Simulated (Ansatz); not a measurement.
# Convergence of TiCo3 with the plane-wave cutoff

Method: DFT r2SCAN, scalar-relativistic, plane waves, PAW in Ansatz 0.2.0.

```xyz
4
Lattice="3.6140 0.0000 0.0000 0.0000 3.6140 0.0000 0.0000 0.0000 3.6140" Properties=species:S:1:pos:R:3 pbc="T T T"
Ti    0.0000    0.0000    0.0000
Co    0.0000    1.8070    1.8070
Co    1.8070    0.0000    1.8070
Co    1.8070    1.8070    0.0000
```

* Γ-centred k-mesh: 12×12×12
* occupation rule: Gaussian smearing, 0.1 eV
* list of starting moments (μB, in atom order): -0.74 1.48 1.48 1.48
* check for lower electronic states after the SCF: asked for but not made
* valence charge of the PAW sets: Ti 12, Co 17

The atoms stay fixed while the plane-wave cutoff is varied. ΔE is the energy extrapolated to zero smearing, less that of the reference run (850 eV). The cell isn't necessarily relaxed at this level. Pressure is positive in compression and holds a correction for the finite cutoff (Pulay stress).

Times are rough; the reference took 5.6 min on 1 thread of Intel(R) Xeon(R) Processor @ 2.50GHz (Skylake/Cascade Lake), on a shared host, peak memory 1 GiB.

Task: One run gave ΔE = 0.73 meV/atom and P = -4.25 GPa. Which plane-wave cutoff did it use, of 150, 200, 250, 300, 350, 380, 460, 500, 520, 600, 700?

Result: 700 eV. All runs:

| cutoff (eV) | ΔE (meV/atom) | P (GPa) | cell moment (μB) | plane waves at Γ | wall time (s) |
| --- | --- | --- | --- | --- | --- |
| 150 | 83342 | -133.04 | 0.00 | 203 | 100 |
| 200 | 18338 | -29.04 | 2.81 | 305 | 380 |
| 250 | 3367 | 15.62 | 2.83 | 437 | 120 |
| 300 | 423 | -3.37 | 2.84 | 587 | 120 |
| 350 | 38.4 | -4.65 | 2.85 | 739 | 140 |
| 380 | 10.1 | -4.34 | 2.85 | 751 | 140 |
| 460 | 3.72 | -4.28 | 2.85 | 1021 | 180 |
| 500 | 2.31 | -4.27 | 2.85 | 1213 | 220 |
| 520 | 1.86 | -4.26 | 2.85 | 1309 | 190 |
| 600 | 1.14 | -4.24 | 2.85 | 1575 | 220 |
| 700 | 0.73 | -4.25 | 2.85 | 1935 | 250 |
| 850 | 0.00 | -4.25 | 2.85 | 2601 | 340 |

The check for lower electronic states wasn't made in the runs 200, 250, 300, 350, 380, 460, 500, 520, 600, 700, 850.

1 further run of this set didn't finish or converge.